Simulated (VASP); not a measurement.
# CdS (Hawleyite) (F-43m) in VASP: further runs, part 2 of 2

VASP 6.6.1.

**3. Band structure, PBEsol**

The input, POSCAR:

```
CdS
1.0
    0.0000000000      2.9165000000      2.9165000000
    2.9165000000      0.0000000000      2.9165000000
    2.9165000000      2.9165000000      0.0000000000
Cd S
1 1
Direct
    0.0000000000      0.0000000000      0.0000000000
    0.7500000000      0.7500000000      0.7500000000
```

The input, INCAR.step1:

```
SYSTEM = CdS
ALGO     = Normal         ! electronic algorithm
EDIFF    = 1E-7           ! SCF threshold, eV
ENCUT    = 520            ! plane-wave cutoff, eV
GGA      = PS             ! functional
ISIF     = 2              ! what is computed and relaxed
ISMEAR   = 0              ! smearing method
LASPH    = .TRUE.         ! aspherical terms in the spheres
LCHARG   = .TRUE.         ! write CHGCAR
LREAL    = .FALSE.        ! projectors in reciprocal space
LWAVE    = .FALSE.        ! write WAVECAR
NBANDS   = 16             ! bands
NELM     = 100            ! most SCF steps
PREC     = Accurate       ! precision mode
SIGMA    = 0.02           ! smearing width, eV
```

The input, KPOINTS.step1:

```
k-points
0
G
  8 8 8
  0 0 0
```

The input, INCAR.step2:

```
SYSTEM = CdS
ALGO     = Normal         ! electronic algorithm
EDIFF    = 1E-7           ! SCF threshold, eV
ENCUT    = 520            ! plane-wave cutoff, eV
GGA      = PS             ! functional
ICHARG   = 11             ! starting density
ISIF     = 2              ! what is computed and relaxed
ISMEAR   = 0              ! smearing method
LASPH    = .TRUE.         ! aspherical terms in the spheres
LCHARG   = .FALSE.        ! write CHGCAR
LREAL    = .FALSE.        ! projectors in reciprocal space
LWAVE    = .FALSE.        ! write WAVECAR
NBANDS   = 16             ! bands
NELM     = 100            ! most SCF steps
PREC     = Accurate       ! precision mode
SIGMA    = 0.05           ! smearing width, eV
```

The input, KPOINTS.step2:

```
path GXWKGLUWLK,UX
15
line-mode
reciprocal
 0.0000000000  0.0000000000  0.0000000000  G
 0.5000000000  0.0000000000  0.5000000000  X

 0.5000000000  0.0000000000  0.5000000000  X
 0.5000000000  0.2500000000  0.7500000000  W

 0.5000000000  0.2500000000  0.7500000000  W
 0.3750000000  0.3750000000  0.7500000000  K

 0.3750000000  0.3750000000  0.7500000000  K
 0.0000000000  0.0000000000  0.0000000000  G

 0.0000000000  0.0000000000  0.0000000000  G
 0.5000000000  0.5000000000  0.5000000000  L

 0.5000000000  0.5000000000  0.5000000000  L
 0.6250000000  0.2500000000  0.6250000000  U

 0.6250000000  0.2500000000  0.6250000000  U
 0.5000000000  0.2500000000  0.7500000000  W

 0.5000000000  0.2500000000  0.7500000000  W
 0.5000000000  0.5000000000  0.5000000000  L

 0.5000000000  0.5000000000  0.5000000000  L
 0.3750000000  0.3750000000  0.7500000000  K

 0.6250000000  0.2500000000  0.6250000000  U
 0.5000000000  0.0000000000  0.5000000000  X
```

Potentials or basis: VASP PAW PBE potentials, release 64 (Cd, S).

Launch:

```
$ cat potpaw_PBE.64/Cd/POTCAR potpaw_PBE.64/S/POTCAR > POTCAR
$ cp INCAR.step1 INCAR
$ cp KPOINTS.step1 KPOINTS
$ mpirun -np 1 vasp_std > vasp.out
$ cp INCAR.step2 INCAR
$ cp KPOINTS.step2 KPOINTS
$ mpirun -np 1 vasp_std > vasp.out
```

OUTCAR:

```text
SYSTEM = CdS
   EDIFF = 1E-7
   ENCUT = 520
   GGA = PS
   ICHARG = 11
   ISIF = 2
   ISMEAR = 0
   LASPH = .TRUE.
   LREAL = .FALSE.
   NELM = 100
   PREC = Accurate

 ion  position               nearest neighbor table
   1  0.000  0.000  0.000-   2 2.53   2 2.53   2 2.53   2 2.53
   2  0.750  0.750  0.750-   1 2.53   1 2.53   1 2.53   1 2.53

  LATTYP: Found a face centered cubic cell.
 ALAT       =     5.8330000000

  Lattice vectors:

 A1 = (   0.0000000000,   2.9165000000,   2.9165000000)
 A2 = (   2.9165000000,   0.0000000000,   2.9165000000)
 A3 = (   2.9165000000,   2.9165000000,   0.0000000000)

Analysis of symmetry for initial positions (statically):
=====================================================================
 Subroutine PRICEL returns:
 Original cell was already a primitive cell.

 Routine SETGRP: Setting up the symmetry group for a
 face centered cubic supercell.

 Subroutine GETGRP returns: Found 24 space group operations
 (whereof 24 operations were pure point group operations)
 out of a pool of 48 trial point group operations.

The static configuration has the point symmetry T_d .

Analysis of symmetry for dynamics (positions and initial velocities):
=====================================================================
 Subroutine PRICEL returns:
 Original cell was already a primitive cell.

 Routine SETGRP: Setting up the symmetry group for a
 face centered cubic supercell.

 Subroutine GETGRP returns: Found 24 space group operations
 (whereof 24 operations were pure point group operations)
 out of a pool of 48 trial point group operations.

The dynamic configuration has the point symmetry T_d .

 Subroutine INISYM returns: Found 24 space group operations
 (whereof 24 operations are pure point group operations),
 and found     1 'primitive' translations

[... 107 lines left out ...]
     AMIX     =   0.40;   BMIX     =  1.00
     AMIX_MAG =   1.60;   BMIX_MAG =  1.00
  volume/ion in A,a.u.               =      24.81       167.41
  Fermi-wavevector in a.u.,A,eV,Ry     =   1.167599  2.206442 18.548649  1.363287
  Thomas-Fermi vector in A             =   2.304097
   LORBIT       =      0    0 simple, 1 ext, 2 COOP (PROOUT), +10 PAW based schemes
   GGA     = PS    functional components
   LHFCALC =     F    Hartree Fock is set to
   AEXX    =    0.0000 exact exchange contribution
   IVDW    =     0    specifies the selected vdW correction
   LEPSILON=     F    determine dielectric tensor
   LRPA    =     F    only Hartree local field effects (RPA)
 non-spin polarized calculation
 Gauss-broadening in eV      SIGMA  =   0.05
  energy-cutoff  :      520.00
  volume of cell :       49.62
 maximum number of plane-waves:      1363
 NGX is ok and might be reduce to    32

 number of electron      18.0000004 magnetization

 Free energy of the ion-electron system (eV)
  ---------------------------------------------------
  ext. energy  EPLUGINS =         0.00000000
  ---------------------------------------------------
  free energy    TOTEN  =        -7.05333643 eV

  energy without entropy =       -7.05333643  energy(sigma->0) =       -7.05333643

 E-fermi :   1.5158     XC(G=0):  -9.3781

 val. band max:        1.2111129251   @ k =   0.0000   0.0000   0.0000
 cond. band min:       2.2200703754   @ k =   0.0000   0.0000   0.0000
 fundamental gap:      1.0089574503
 Fermi energy:         1.5158396702

 k-point     1 :       0.0000    0.0000    0.0000
  band No.  band energies     occupation
      1     -11.1728      2.00000
      2      -6.5181      2.00000
      3      -6.5181      2.00000
      4      -6.5181      2.00000
      5      -6.0270      2.00000
      6      -6.0270      2.00000
[... 433 lines left out ...]
      3      -6.2293      2.00000
      4      -6.1234      2.00000
      5      -5.9730      2.00000
      6      -5.4651      2.00000
[... 8 lines left out ...]
     15      14.3056      0.00000
     16      14.4777      0.00000

 [... further k-points ...]

------------------------ aborting loop because EDIFF is reached ----------------------------------------

  FORCE on cell =-STRESS in cart. coord.  units (eV):
  Direction    XX          YY          ZZ          XY          YZ          ZX
  --------------------------------------------------------------------------------------
  -------------------------------------------------------------------------------------
  Total       -0.6232850     -0.6232850     -0.6232850      0.0000000     -0.0000000      0.0000000
  in kB      -20.1271063    -20.1271063    -20.1271063      0.0000000     -0.0000000      0.0000000
  external PRESSURE =     -20.1271063 kB  Pullay stress =       0.0000000 kB

 VOLUME and BASIS-vectors are now :
 -----------------------------------------------------------------------------
  energy-cutoff  :      520.00
  volume of cell :       49.62
      direct lattice vectors                 reciprocal lattice vectors
     0.000000000  2.916500000  2.916500000    -0.171438368  0.171438368  0.171438368
     2.916500000  0.000000000  2.916500000     0.171438368 -0.171438368  0.171438368
     2.916500000  2.916500000  0.000000000     0.171438368  0.171438368 -0.171438368

 POSITION                                       TOTAL-FORCE (eV/Angst)
 -----------------------------------------------------------------------------------
      0.00000      0.00000      0.00000         0.000000      0.000000      0.000000
      4.37475      4.37475      4.37475        -0.000000     -0.000000     -0.000000
 -----------------------------------------------------------------------------------
    total drift:                                0.000000      0.000000      0.000000

  FREE ENERGIE OF THE ION-ELECTRON SYSTEM (eV)
  ---------------------------------------------------
  free  energy   TOTEN  =        -7.0533364289 eV

  energy  without entropy=       -7.0533364289  energy(sigma->0) =       -7.05333643
```

It took 27 s on 1 thread of Intel Xeon 6975P-C (Granite Rapids), shared host; peak memory 0.25 GiB.

Results:

```yaml
Band_gap_on_the_k_mesh: 1.01 eV, direct
Band_gap_along_the_path: 1.01 eV, direct
```

Levels at the corners of the path, in eV from the valence-band top:
| point | band 5 | band 6 | band 7 | band 8 | band 9 | band 10 | band 11 | band 12 | band 13 | band 14 |
| --- | --- | --- | --- | --- | --- | --- | --- | --- | --- | --- |
| Γ | -7.24 | -7.24 | 0.00 | 0.00 | 0.00 | 1.01 | 6.45 | 6.45 | 6.45 | 11.21 |
| X | -7.15 | -6.80 | -4.01 | -1.91 | -1.91 | 3.39 | 4.25 | 9.08 | 10.67 | 10.67 |
| X | -7.15 | -6.80 | -4.01 | -1.91 | -1.91 | 3.39 | 4.25 | 9.08 | 10.67 | 10.67 |
| W | -7.23 | -6.61 | -3.96 | -2.32 | -2.23 | 5.31 | 5.38 | 7.12 | 7.91 | 11.00 |
| W | -7.23 | -6.61 | -3.96 | -2.32 | -2.23 | 5.31 | 5.38 | 7.12 | 7.91 | 11.00 |
| K | -7.19 | -6.66 | -4.00 | -2.59 | -1.56 | 4.10 | 5.37 | 8.36 | 8.98 | 9.45 |
| K | -7.19 | -6.66 | -4.00 | -2.59 | -1.56 | 4.10 | 5.37 | 8.36 | 8.98 | 9.45 |
| Γ | -7.24 | -7.24 | 0.00 | 0.00 | 0.00 | 1.01 | 6.45 | 6.45 | 6.45 | 11.21 |
| Γ | -7.24 | -7.24 | 0.00 | 0.00 | 0.00 | 1.01 | 6.45 | 6.45 | 6.45 | 11.21 |
| L | -7.20 | -6.86 | -4.48 | -0.76 | -0.76 | 2.89 | 6.91 | 6.91 | 7.33 | 10.88 |
| L | -7.20 | -6.86 | -4.48 | -0.76 | -0.76 | 2.89 | 6.91 | 6.91 | 7.33 | 10.88 |
| U | -7.19 | -6.66 | -4.00 | -2.59 | -1.56 | 4.10 | 5.37 | 8.36 | 8.98 | 9.45 |
| U | -7.19 | -6.66 | -4.00 | -2.59 | -1.56 | 4.10 | 5.37 | 8.36 | 8.98 | 9.45 |
| W | -7.23 | -6.61 | -3.96 | -2.32 | -2.23 | 5.31 | 5.38 | 7.12 | 7.91 | 11.00 |
| W | -7.23 | -6.61 | -3.96 | -2.32 | -2.23 | 5.31 | 5.38 | 7.12 | 7.91 | 11.00 |
| L | -7.20 | -6.86 | -4.48 | -0.76 | -0.76 | 2.89 | 6.91 | 6.91 | 7.33 | 10.88 |
| L | -7.20 | -6.86 | -4.48 | -0.76 | -0.76 | 2.89 | 6.91 | 6.91 | 7.33 | 10.88 |
| K | -7.19 | -6.66 | -4.00 | -2.59 | -1.56 | 4.10 | 5.37 | 8.36 | 8.98 | 9.45 |
| U | -7.19 | -6.66 | -4.00 | -2.59 | -1.56 | 4.10 | 5.37 | 8.36 | 8.98 | 9.45 |
| X | -7.15 | -6.80 | -4.01 | -1.91 | -1.91 | 3.39 | 4.25 | 9.08 | 10.67 | 10.67 |

Caveat: the log is that of the step along the path at fixed density, whose energy, stress, charges and moments have no meaning; the PAW data sets were made with another functional, which shifts forces and pressure a little. PBEsol gaps usually lie below the measured ones, often by a third to a half.

**4. Band structure, r2SCAN**

The input, INCAR:

```
SYSTEM = CdS
ALGO     = Normal         ! electronic algorithm
EDIFF    = 1E-7           ! SCF threshold, eV
ENCUT    = 520            ! plane-wave cutoff, eV
ISIF     = 2              ! what is computed and relaxed
ISMEAR   = 0              ! smearing method
LASPH    = .TRUE.         ! aspherical terms in the spheres
LCHARG   = .FALSE.        ! write CHGCAR
LMIXTAU  = .TRUE.       
LREAL    = .FALSE.        ! projectors in reciprocal space
LWAVE    = .FALSE.        ! write WAVECAR
METAGGA  = R2SCAN         ! meta-GGA
NBANDS   = 16             ! bands
NELM     = 100            ! most SCF steps
PREC     = Accurate       ! precision mode
SIGMA    = 0.02           ! smearing width, eV
```

The input, KPOINTS:

```
k-points
0
G
  8 8 8
  0 0 0
```

POSCAR is that of step 3.

The input, KPOINTS_OPT:

```
path GXWKGLUWLK,UX
15
line-mode
reciprocal
 0.0000000000  0.0000000000  0.0000000000  G
 0.5000000000  0.0000000000  0.5000000000  X

 0.5000000000  0.0000000000  0.5000000000  X
 0.5000000000  0.2500000000  0.7500000000  W

 0.5000000000  0.2500000000  0.7500000000  W
 0.3750000000  0.3750000000  0.7500000000  K

 0.3750000000  0.3750000000  0.7500000000  K
 0.0000000000  0.0000000000  0.0000000000  G

 0.0000000000  0.0000000000  0.0000000000  G
 0.5000000000  0.5000000000  0.5000000000  L

 0.5000000000  0.5000000000  0.5000000000  L
 0.6250000000  0.2500000000  0.6250000000  U

 0.6250000000  0.2500000000  0.6250000000  U
 0.5000000000  0.2500000000  0.7500000000  W

 0.5000000000  0.2500000000  0.7500000000  W
 0.5000000000  0.5000000000  0.5000000000  L

 0.5000000000  0.5000000000  0.5000000000  L
 0.3750000000  0.3750000000  0.7500000000  K

 0.6250000000  0.2500000000  0.6250000000  U
 0.5000000000  0.0000000000  0.5000000000  X
```

Launch:

```
$ cat potpaw_PBE.64/Cd/POTCAR potpaw_PBE.64/S/POTCAR > POTCAR
$ mpirun -np 1 vasp_std > vasp.out
```

Wall time 96 s (1 thread of Intel Xeon 6975P-C (Granite Rapids), shared host); peak memory 0.2 GiB.

Results (log left out):

| Quantity | Value |
| --- | --- |
| Free energy | -29.6783 eV |
| Pressure | 1.8 GPa |
| Band gap on the k mesh | 1.59 eV, direct |
| Band gap along the path | 1.59 eV, direct |

Levels at the corners of the path, in eV from the valence-band top:
| point | band 6 | band 7 | band 8 | band 9 | band 10 | band 11 | band 12 | band 13 |
| --- | --- | --- | --- | --- | --- | --- | --- | --- |
| Γ | -7.45 | 0.00 | 0.00 | 0.00 | 1.59 | 7.07 | 7.07 | 7.07 |
| X | -7.00 | -3.98 | -1.93 | -1.93 | 3.84 | 4.76 | 9.80 | 11.55 |
| X | -7.00 | -3.98 | -1.93 | -1.93 | 3.84 | 4.76 | 9.80 | 11.55 |
| W | -6.81 | -3.91 | -2.31 | -2.26 | 5.73 | 5.97 | 7.81 | 8.45 |
| W | -6.81 | -3.91 | -2.31 | -2.26 | 5.73 | 5.97 | 7.81 | 8.45 |
| K | -6.87 | -3.96 | -2.60 | -1.57 | 4.60 | 5.89 | 8.97 | 9.65 |
| K | -6.87 | -3.96 | -2.60 | -1.57 | 4.60 | 5.89 | 8.97 | 9.65 |
| Γ | -7.45 | 0.00 | 0.00 | 0.00 | 1.59 | 7.07 | 7.07 | 7.07 |
| Γ | -7.45 | 0.00 | 0.00 | 0.00 | 1.59 | 7.07 | 7.07 | 7.07 |
| L | -7.07 | -4.47 | -0.77 | -0.77 | 3.48 | 7.48 | 7.48 | 7.90 |
| L | -7.07 | -4.47 | -0.77 | -0.77 | 3.48 | 7.48 | 7.48 | 7.90 |
| U | -6.87 | -3.96 | -2.60 | -1.57 | 4.60 | 5.89 | 8.97 | 9.65 |
| U | -6.87 | -3.96 | -2.60 | -1.57 | 4.60 | 5.89 | 8.97 | 9.65 |
| W | -6.81 | -3.91 | -2.31 | -2.26 | 5.73 | 5.97 | 7.81 | 8.45 |
| W | -6.81 | -3.91 | -2.31 | -2.26 | 5.73 | 5.97 | 7.81 | 8.45 |
| L | -7.07 | -4.47 | -0.77 | -0.77 | 3.48 | 7.48 | 7.48 | 7.90 |
| L | -7.07 | -4.47 | -0.77 | -0.77 | 3.48 | 7.48 | 7.48 | 7.90 |
| K | -6.87 | -3.96 | -2.60 | -1.57 | 4.60 | 5.89 | 8.97 | 9.65 |
| U | -6.87 | -3.96 | -2.60 | -1.57 | 4.60 | 5.89 | 8.97 | 9.65 |
| X | -7.00 | -3.98 | -1.93 | -1.93 | 3.84 | 4.76 | 9.80 | 11.55 |

Caveat: the PAW data sets were made with another functional, which shifts forces and pressure a little.

**5. The runs side by side**

```csv
level,potentials or basis,gap on the mesh (eV)
LDA,"VASP PAW LDA potentials, release 64 (Cd, S)",0.89
PBEsol,"VASP PAW PBE potentials, release 64 (Cd, S)",1.01
r2SCAN,"VASP PAW PBE potentials, release 64 (Cd, S)",1.59
```

Alike in all rows: task band structure; no spin polarisation; cell as given; k mesh 8 × 8 × 8; cutoff (eV) 520; smearing gaussian 0.02 eV.

Caveats: the PAW data sets were made with another functional, which shifts forces and pressure a little (some runs).

Total energies depend on the potentials used, so only differences within one code and one set of settings carry meaning.
